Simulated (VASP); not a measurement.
Set up this calculation in VASP 6.6.1, as the native input.

```yaml
Task: single point
Functional: PBE
Dispersion: D3(BJ)
Potentials_or_basis: VASP PAW PBE potentials, release 64 (Cl)
Cutoff: 520 eV
k_mesh: 1 × 1 × 1
Occupations: fermi-dirac, width 0.05 eV
Spin: no spin polarisation
Dipole_correction: no
Further_INCAR_settings: LREAL = Auto; ALGO = Normal; EDIFF = 1e-06; NBANDS = 70
```

The structure of Cl lies in POSCAR:

```
Cl
1.0
    8.4343270000      0.0000000000      0.0000000000
    0.0000000000      8.4343270000      0.0000000000
    0.0000000000      0.0000000000      8.4343270000
Cl
16
Direct
    0.4243847790      0.7036838861      0.7821608055
    0.3408452150      0.7678502387      0.5617757054
    0.9737350710      0.1535036524      0.8082684013
    0.9734505195      0.2595820627      0.5976173321
    0.2928627263      0.3884720144      0.0559143604
    0.3972456842      0.6266060114      0.0911868843
    0.4221320800      0.2952695574      0.7393239555
    0.6205355804      0.1276094702      0.7636293921
    0.5120384827      0.9028224777      0.3401338364
    0.5369604475      0.9562351566      0.1009090589
    0.2106747818      0.0771845815      0.3033911301
    0.0089870834      0.2020671003      0.1990437411
    0.7799792443      0.7947640636      0.6161724581
    0.9720989001      0.8498247697      0.4828601025
    0.5573533016      0.3765564223      0.2722327460
    0.7483703205      0.4282973615      0.1306683983
```

The cell was built by a generator and needn't be a form met in nature.

These files were run (other wordings do the same):

INCAR

```
ALGO     = Normal         # electronic algorithm
EDIFF    = 1E-6           # SCF threshold, eV
ENCUT    = 520            # plane-wave cutoff, eV
GGA      = PE             # functional
ISIF     = 2              # what is computed and relaxed
ISMEAR   = -1             # smearing method
IVDW     = 12             # dispersion correction
LASPH    = T              # aspherical terms in the spheres
LCHARG   = F              # write CHGCAR
LREAL    = Auto         
LWAVE    = F              # write WAVECAR
NBANDS   = 70             # bands
NELM     = 100            # most SCF steps
PREC     = Accurate       # precision mode
SIGMA    = 0.05           # smearing width, eV
```

KPOINTS

```
k-points
0
Gamma
  1 1 1
```

Potentials or basis: VASP PAW PBE potentials, release 64 (Cl).

The run is started by

```bash
$ cat potpaw_PBE.64/Cl/POTCAR > POTCAR
$ mpirun -np 1 vasp_gam > vasp.out
```

It gave:

```json
{
  "Pressure": "-0.7 GPa",
  "Largest force": "2.366 eV/Å",
  "Band gap on the k mesh": "1.29 eV, direct",
  "Dispersion energy per atom": "-0.114 eV"
}
```

Run time: 43 s on 1 thread of Intel(R) Xeon(R) 6975P-C (Granite Rapids) (shared host), peak memory 0.49 GiB.
